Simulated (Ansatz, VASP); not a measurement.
**Tl: VASP beside Ansatz**

INCAR

```
PREC     = Accurate       # precision mode
ENCUT    = 520            # plane-wave cutoff, eV
EDIFF    = 1E-7           # SCF threshold, eV
ISMEAR   = -1             # smearing method
SIGMA    = 0.05           # smearing width, eV
LREAL    = False          # projectors in reciprocal space
LASPH    = True           # aspherical terms in the spheres
NELM     = 100            # most SCF steps
ALGO     = Normal         # electronic algorithm
ISIF     = 2              # what is computed and relaxed
LWAVE    = False          # write WAVECAR
LCHARG   = False          # write CHGCAR
GGA      = PE             # functional
NBANDS   = 12             # bands
```

Contents of KPOINTS:

```
regular mesh
0
Gamma
  10 10 10
```

File POSCAR:

```
Tl
1.0
   -1.9689491614      1.9689491614      1.9689491614
    1.9689491614     -1.9689491614      1.9689491614
    1.9689491614      1.9689491614     -1.9689491614
Tl
1
Direct
    0.0000000000      0.0000000000      0.0000000000
```

Contents of input.yaml:

```yaml
crystal:
  lattice:
    - [-1.9689491614, 1.9689491614, 1.9689491614]
    - [1.9689491614, -1.9689491614, 1.9689491614]
    - [1.9689491614, 1.9689491614, -1.9689491614]
  atoms:
    - { symbol: Tl, position: [0.0, 0.0, 0.0] }
hamiltonian:
  xc: pbe
  pseudopotentials: { kind: paw }
kpoints:
  mp_grid: { grid: [10, 10, 10] }
scf:
  occupations: { method: fermi_dirac, width: 0.05 }
output:
  forces: true
  stress: true
  eigenvalues: true
```

Change from the starting cell: volume scaled by 1.02.

Alike in both runs: task single point; functional PBE; k mesh 10 × 10 × 10; occupations fermi-dirac, width 0.05 eV; no spin polarisation.

```csv
,VASP,Ansatz
version,VASP 6.6.1,Ansatz 0.2.0
potentials or method,"VASP PAW PBE potentials, release 64 (Tl_d)",Ansatz PAW
plane-wave cutoff (eV),520,420
valence electrons in the cell,13,13
```

|  | VASP | Ansatz | Ansatz less VASP |
| --- | --- | --- | --- |
| gap on the k mesh at the Fermi level (eV) | none | none | - |
| pressure (GPa) | 0.7 | 0.7 | +0.06 |

A gap of «none» marks a metal or a gap that the smearing closes.

The runs have no spin-orbit coupling, so splittings on Tl are missing.
